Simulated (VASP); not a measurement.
Wanted: the native input for a VASP 6.6.1 run.

- Task: relaxation of cell and atoms
- Functional: PBE
- Dispersion: D4
- Potentials or basis: VASP PAW PBE potentials, release 64 (Si)
- Cutoff: 600 eV
- k mesh: 8 × 8 × 8
- Occupations: fermi-dirac, width 0.05 eV
- Spin: no spin polarisation
- Further INCAR settings: ALGO = Normal; EDIFF = 1e-07; IBRION = 2; EDIFFG = -0.005; NSW = 40; ISIF = 3

The structure of Si lies in POSCAR:

```
Si
1.0
    0.0000000000      2.7218511865      2.7218511865
    2.7218511865      0.0000000000      2.7218511865
    2.7218511865      2.7218511865      0.0000000000
Si
2
Direct
    0.5000000000      0.5000000000      0.5000000000
    0.7500000000      0.7500000000      0.7500000000
```

The input as run:

INCAR

```
PREC     = Accurate       # precision mode
ENCUT    = 600            # plane-wave cutoff, eV
EDIFF    = 1E-7           # SCF threshold, eV
ISMEAR   = -1             # smearing method
SIGMA    = 0.05           # smearing width, eV
LREAL    = F              # projectors in reciprocal space
LASPH    = T              # aspherical terms in the spheres
NELM     = 60             # most SCF steps
ALGO     = Normal         # electronic algorithm
ISIF     = 3              # what is computed and relaxed
LWAVE    = F              # write WAVECAR
LCHARG   = F              # write CHGCAR
GGA      = PE             # functional
IVDW     = 13             # dispersion correction
IBRION   = 2              # ionic algorithm
NSW      = 40             # ionic steps
EDIFFG   = -0.005         # ionic threshold
```

KPOINTS

```
Automatic mesh
0
Gamma
  8 8 8
```

Potentials or basis: VASP PAW PBE potentials, release 64 (Si).

The run is started by

```console
$ cat potpaw_PBE.64/Si/POTCAR > POTCAR
$ mpirun -np 1 vasp_std > vasp.out
```

It gave:

- Relaxed volume: 19.88 Å³/atom
- Relaxed cell: a = 3.831 Å, b = 3.831 Å, c = 3.831 Å, α = 60.00°, β = 60.00°, γ = 60.00°
- Space group after relaxing (to 0.05 Å): Fd-3m (No. 227)
- Energy gained by relaxing: 1.2 meV/atom
- Ionic steps: 3
- Pressure after relaxing: 0.0 GPa
- Band gap on the k mesh: 0.60 eV, indirect (least direct gap 2.57 eV)
- Dispersion energy per atom: -0.334 eV

Run time: 30 s on 1 thread of Intel(R) Xeon(R) Platinum 8488C (Sapphire Rapids), on a shared host, peak memory 0.17 GiB.
